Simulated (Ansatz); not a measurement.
# InP: the cost of one run

Program: Ansatz 0.2.0. Level of theory: DFT PBEsol, scalar-relativistic, plane waves, PAW. These are calculated values, not measurements.

4 further runs of the same task are left out: 1 that didn't finish, 3 set aside as unsound or not needed.

## Step 1: Starting point

It takes space group Fm-3m (No. 225, cubic). Conventional cell: a = 5.459 Å, b = 5.459 Å, c = 5.459 Å, α = 90.00°, β = 90.00°, γ = 90.00°. In (site symmetry m-3m) has 6 P at 2.73 Å as nearest neighbours. P (site symmetry m-3m) is surrounded by 6 In at 2.73 Å.

Coordinates:

```cif
data_structure
_symmetry_space_group_name_H-M 'P 1'
_symmetry_Int_Tables_number 1
_cell_length_a 3.8602
_cell_length_b 3.8602
_cell_length_c 3.8602
_cell_angle_alpha 60.000
_cell_angle_beta 60.000
_cell_angle_gamma 60.000
_cell_volume 40.67
loop_
_atom_site_label
_atom_site_type_symbol
_atom_site_fract_x
_atom_site_fract_y
_atom_site_fract_z
_atom_site_occupancy
In1 In 0.00000 0.00000 0.00000 1
P1 P 0.50000 0.50000 0.50000 1
```

This cell was relaxed beforehand with the same method: volume 20.34 Å³/atom, gap on the mesh none (metal).

## Step 2: The bulk in the cell of the plane

The input, input.yaml:

```yaml
crystal:
  lattice:
    - [5.459133922, 0.0, 0.0]
    - [0.0, 5.459133922, 0.0]
    - [-2.729566961, 0.0, 2.729566961]
  atoms:
    - { symbol: In, position: [0.0, 0.0, 0.0] }
    - { symbol: In, position: [0.5, 0.5, 0.0] }
    - { symbol: P, position: [0.0, 0.5, 0.0] }
    - { symbol: P, position: [0.5, 0.0, 0.0] }
basis:
  ecutwfc: 420
kpoints:
  mp_grid: { grid: [7, 7, 13] }
hamiltonian:
  xc: pbesol
scf:
  occupations: { method: gaussian, width: 0.1 }
output:
  forces: true
  stress: true
  eigenvalues: true
```

Run with:

```console
ansatz run input.yaml --threads 4 --pin off --max-ram 10240MiB --backend cpu --events-out ev --progress --plain --runs-dir out
```

Q: Estimate wall time and peak memory on 4 threads of Arm Neoverse V1, shared host.

About 7.2 s, with a peak of 0.56 GiB.
